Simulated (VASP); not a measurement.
**Input and output of a VASP GW calculation on PBE orbitals on Si**

INCAR, step 1 (ground state)

```
GGA = PE
PREC = Accurate
LREAL = .FALSE.
NELM = 120
ISMEAR = 0
LASPH = .TRUE.
LWAVE = .TRUE.
SIGMA = 0.01
EDIFF = 1E-7
LCHARG = .FALSE.
ENCUT = 400
```

INCAR, step 2 (empty bands)

```
NELM = 1
ISMEAR = 0
LWAVE = .TRUE.
LASPH = .TRUE.
PREC = Accurate
SIGMA = 0.01
NBANDS = 123
LCHARG = .FALSE.
EDIFF = 1E-7
LREAL = .FALSE.
LOPTICS = .TRUE.
ISTART = 1
ENCUT = 400
ALGO = Exact
GGA = PE
```

INCAR, step 3 (GW)

```
LREAL = .FALSE.
NELM = 120
LCHARG = .FALSE.
NBANDS = 123
EDIFF = 1E-7
GGA = PE
ENCUT = 400
ISTART = 1
ISMEAR = 0
ENCUTGW = 120
LWAVE = .FALSE.
SIGMA = 0.01
NBANDSGW = 12
ENCUTGWSOFT = 120
LASPH = .TRUE.
NELMGW = 1
ALGO = EVGW0
NOMEGA = 64
PRECFOCK = Fast
PREC = Accurate
```

KPOINTS

```
KPOINTS created by Atomic Simulation Environment
0
Gamma
6 6 6
0 0 0
```

POSCAR

```
Si
 1.0000000000000000
     0.0000000000000000    2.7149999999999999    2.7149999999999999
     2.7149999999999999    0.0000000000000000    2.7149999999999999
     2.7149999999999999    2.7149999999999999    0.0000000000000000
 Si
   2
Cartesian
  0.0000000000000000  0.0000000000000000  0.0000000000000000
  1.3574999999999999  1.3574999999999999  1.3574999999999999
```

VASP ran with the GW set of PAW datasets (8 valence electrons in the cell).

From OUTCAR

```
k-points           NKPTS =     16   k-points in BZ     NKDIM =    216   number of bands    NBANDS=    123

   NELECT =       8.0000    total number of electrons

   dimension x,y,z NGX =    28 NGY =   28 NGZ =   28
   dimension x,y,z NGXF=    56 NGYF=   56 NGZF=   56

  energy-cutoff  :      400.00
  volume of cell :       40.03
      direct lattice vectors                 reciprocal lattice vectors
     0.000000000  2.715000000  2.715000000    -0.184162063  0.184162063  0.184162063
     2.715000000  0.000000000  2.715000000     0.184162063 -0.184162063  0.184162063
     2.715000000  2.715000000  0.000000000     0.184162063  0.184162063 -0.184162063

 k-points in reciprocal lattice and weights: KPOINTS created by Atomic Simulation Env
   0.00000000  0.00000000  0.00000000       0.005
   0.16666667  0.00000000  0.00000000       0.037
   0.33333333  0.00000000  0.00000000       0.037
   0.50000000  0.00000000  0.00000000       0.019
   0.16666667  0.16666667  0.00000000       0.028
   0.33333333  0.16666667  0.00000000       0.111
   0.50000000  0.16666667  0.00000000       0.111
  -0.33333333  0.16666667  0.00000000       0.111
   ...

 QP shifts <psi_nk| G(iteration)W_0 |psi_nk>: iteration 1
 for sc-GW calculations column KS-energies equals QP-energies in previous step
 and V_xc(KS)=  KS-energies - (<T + V_ion + V_H > + <T+V_H+V_ion>^1  + <V_x>^1)

 k-point   1 :       0.0000    0.0000    0.0000
  band No.  KS-energies  QP-energies   sigma(KS)   V_xc(KS)     V^pw_x(r,r')   Z            occupation Imag(sigma)

      1      -6.4920      -6.8740     -11.0573     -10.4590     -17.5184       0.6386       2.0000       1.1181
      2       5.4743       4.9922     -12.0464     -11.4104     -12.7290       0.7581       2.0000       0.0414
      3       5.4743       4.9922     -12.0464     -11.4104     -12.7290       0.7581       2.0000       0.0414
      4       5.4743       4.9922     -12.0464     -11.4104     -12.7290       0.7581       2.0000       0.0414
      5       8.0337       8.1792      -9.9176     -10.1108      -5.7310       0.7525       0.0000      -0.0511
      6       8.0337       8.1792      -9.9176     -10.1108      -5.7310       0.7525       0.0000      -0.0511
      7       8.0337       8.1792      -9.9176     -10.1108      -5.7310       0.7525       0.0000      -0.0511
      8       8.8392       9.1094     -10.6972     -11.0597      -6.0629       0.7453       0.0000      -0.0647
      9      13.1979      13.3847      -9.7588     -10.0122      -4.2260       0.7372       0.0000      -0.2138
     10      13.1979      13.3847      -9.7588     -10.0122      -4.2260       0.7372       0.0000      -0.2138
     11      13.4315      13.2186      -8.0697      -7.7906      -2.6835       0.7627       0.0000      -0.2712
     12      16.7244      16.6403      -8.4781      -8.3645      -2.2827       0.7403       0.0000      -0.6086

 k-point   2 :       0.1667    0.0000    0.0000
  band No.  KS-energies  QP-energies   sigma(KS)   V_xc(KS)     V^pw_x(r,r')   Z            occupation Imag(sigma)

      1      -6.1307      -6.5254     -11.1028     -10.4925     -17.3973       0.6467       2.0000       1.0682
      2       3.0914       2.5952     -11.5854     -10.9099     -13.1350       0.7346       2.0000       0.0653
      3       5.0232       4.5400     -11.8717     -11.2326     -12.6625       0.7560       2.0000       0.0435
      4       5.0232       4.5400     -11.8717     -11.2326     -12.6625       0.7560       2.0000       0.0435
      5       7.8229       7.9624     -10.0285     -10.2132      -5.8635       0.7554       0.0000      -0.0505
      6       8.6821       8.8268     -10.0661     -10.2602      -5.6711       0.7461       0.0000      -0.0603
      7       8.6821       8.8268     -10.0661     -10.2602      -5.6711       0.7461       0.0000      -0.0603
      8      10.9280      11.1133     -10.6792     -10.9328      -5.5620       0.7307       0.0000      -0.1220
      9      12.5625      12.6828      -9.4275      -9.5897      -4.0328       0.7418       0.0000      -0.2004
     10      12.5625      12.6828      -9.4275      -9.5897      -4.0328       0.7418       0.0000      -0.2004
     11      14.5615      14.3846      -8.3304      -8.0968      -2.6260       0.7574       0.0000      -0.3526
     12      16.1316      15.9664      -8.3852      -8.1648      -2.3562       0.7493       0.0000      -0.4758

 k-point   3 :       0.3333    0.0000    0.0000
  band No.  KS-energies  QP-energies   sigma(KS)   V_xc(KS)     V^pw_x(r,r')   Z            occupation Imag(sigma)

      1      -5.1148      -5.5331     -11.2485     -10.6182     -17.0785       0.6637       2.0000       0.9234
      2       0.1365      -0.3539     -11.2474     -10.5444     -14.3990       0.6977       2.0000       0.2082
      3       4.4727       3.9649     -11.8307     -11.1534     -12.8905       0.7497       2.0000       0.0480
      4       4.4727       3.9649     -11.8307     -11.1534     -12.8905       0.7497       2.0000       0.0480
      5       7.2348       7.3562      -9.9901     -10.1497      -5.9898       0.7604       0.0000      -0.0465
      6       8.9783       9.1209      -9.7201      -9.9109      -5.1709       0.7474       0.0000      -0.0684
      7       8.9783       9.1209      -9.7201      -9.9109      -5.1709       0.7474       0.0000      -0.0684
      8      13.3426      13.2672      -9.0444      -8.9417      -3.2080       0.7350       0.0000      -0.2877
      9      13.4614      13.5466      -9.7155      -9.8310      -3.9439       0.7376       0.0000      -0.2968
     10      13.4614      13.5466      -9.7155      -9.8310      -3.9439       0.7376       0.0000      -0.2968
     11      14.5956      14.5774      -9.3102      -9.2860      -3.4762       0.7494       0.0000      -0.3502
     12      19.0923      19.0226      -9.4321      -9.3348      -2.6893       0.7165       0.0000      -0.6794

 k-point   4 :       0.5000    0.0000    0.0000
  band No.  KS-energies  QP-energies   sigma(KS)   V_xc(KS)     V^pw_x(r,r')   Z            occupation Imag(sigma)

      1      -4.1597      -4.5875     -11.4870     -10.8553     -16.8889       0.6773       2.0000       0.7905
      2      -1.4997      -1.9741     -10.9226     -10.2366     -14.9354       0.6915       2.0000       0.3889
      3       4.2744       3.7550     -11.8438     -11.1491     -13.0132       0.7476       2.0000       0.0501
      4       4.2744       3.7550     -11.8438     -11.1491     -13.0132       0.7476       2.0000       0.0501
      5       7.0094       7.1263      -9.9927     -10.1461      -6.0529       0.7622       0.0000      -0.0455
      6       8.8113       8.9457      -9.5175      -9.6966      -5.0122       0.7506       0.0000      -0.0668
      7       8.8113       8.9457      -9.5175      -9.6966      -5.0122       0.7506       0.0000      -0.0668
      8      13.2019      12.9940      -8.0712      -7.7931      -2.4161       0.7475       0.0000      -0.2772
      9      16.0274      16.1027     -10.0726     -10.1756      -3.6320       0.7314       0.0000      -0.5334
     10      16.0274      16.1027     -10.0726     -10.1756      -3.6320       0.7314       0.0000      -0.5334
     11      16.8168      16.8790     -10.0226     -10.1078      -3.3723       0.7303       0.0000      -0.6126
     12      16.8168      16.8790     -10.0226     -10.1078      -3.3723       0.7303       0.0000      -0.6126

 k-point   5 :       0.1667    0.1667    0.0000
  band No.  KS-energies  QP-energies   sigma(KS)   V_xc(KS)     V^pw_x(r,r')   Z            occupation Imag(sigma)

      1      -6.0077      -6.4090     -11.1166     -10.5021     -17.3537       0.6530       2.0000       1.0532
      2       3.4353       2.9602     -11.9515     -11.3072     -13.3671       0.7374       2.0000       0.0625
      3       4.2796       3.7817     -11.6022     -10.9370     -12.6436       0.7484       2.0000       0.0466
      4       4.2796       3.7817     -11.6022     -10.9370     -12.6436       0.7484       2.0000       0.0466
      5       7.1754       7.2488      -9.5506      -9.6471      -5.6236       0.7611       0.0000      -0.0470
      6       9.7744       9.9176      -9.8114     -10.0037      -5.0206       0.7449       0.0000      -0.0858
      7       9.8182       9.9672     -10.3809     -10.5829      -5.6322       0.7376       0.0000      -0.0842
      8       9.8182       9.9672     -10.3809     -10.5829      -5.6322       0.7376       0.0000      -0.0842
      9      12.0894      12.2499     -10.0363     -10.2531      -4.7352       0.7409       0.0000      -0.1778
     10      13.7364      13.9180      -9.7782     -10.0229      -4.0867       0.7425       0.0000      -0.2708
     11      15.2334      15.0839      -8.4774      -8.2798      -2.6894       0.7561       0.0000      -0.3818
     12      17.5566      17.4033      -8.7213      -8.5152      -2.2533       0.7433       0.0000      -0.6542

 ...
```

```json
{
 "PBE gap on the mesh": "0.71 eV",
 "G₀W₀ gap on the mesh": "1.19 eV"
}
```

These GW values are short of the basis and mesh limit.
